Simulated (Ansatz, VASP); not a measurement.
## Al in VASP and in Ansatz

File INCAR:

```
SYSTEM = Al
  PREC = Accurate
  ENCUT = 520
  EDIFF = 1E-7
  ISMEAR = -1
  SIGMA = 0.05
  LREAL = .False.
  LASPH = .True.
  NELM = 100
  ALGO = Normal
  ISIF = 2
  LWAVE = .False.
  LCHARG = .False.
  GGA = PS
  NBANDS = 8
```

Contents of KPOINTS:

```
regular mesh
0
Gamma
  12 12 12
  0 0 0
```

File POSCAR:

```
Al
1.0
   -1.5805390481      1.5805390481      1.5805390481
    1.5805390481     -1.5805390481      1.5805390481
    1.5805390481      1.5805390481     -1.5805390481
Al
1
Direct
    0.0000000000      0.0000000000      0.0000000000
```

Contents of input.yaml:

```yaml
crystal:
  lattice:
    - [-1.5805390481, 1.5805390481, 1.5805390481]
    - [1.5805390481, -1.5805390481, 1.5805390481]
    - [1.5805390481, 1.5805390481, -1.5805390481]
  atoms:
    - { symbol: Al, position: [0.0, 0.0, 0.0] }
hamiltonian:
  xc: pbesol
  pseudopotentials: { kind: paw }
kpoints:
  mp_grid: { grid: [12, 12, 12] }
scf:
  occupations: { method: fermi_dirac, width: 0.05 }
output:
  forces: true
  stress: true
  eigenvalues: true
  write_density: true
  write_potential: true
  elf: true
  volumetric_format: npy
```

Change from the starting cell: volume scaled by 0.98.

Alike in both runs: task single point; functional PBEsol; k mesh 12 × 12 × 12; occupations fermi-dirac, width 0.05 eV; no spin polarisation.

|  | VASP | Ansatz |
| --- | --- | --- |
| version | VASP 6.6.1 | Ansatz 0.2.0 |
| potentials or method | VASP PAW PBE potentials, release 64 (Al) | Ansatz PAW |
| plane-wave cutoff (eV) | 520 | 420 |
| valence electrons in the cell | 3 | 3 |

|  | VASP | Ansatz | Ansatz less VASP |
| --- | --- | --- | --- |
| gap on the k mesh at the Fermi level (eV) | none | none | - |
| pressure (GPa) | 4.0 | 4.0 | -0.08 |

A gap of «none» marks a metal or a gap that the smearing closes.

Caveats: the PAW data sets were made with another functional, which shifts forces and pressure a little (VASP); the PAW data sets come from PBE, with cores solved anew for the run's functional, which leaves a small shift of forces and pressure (Ansatz).
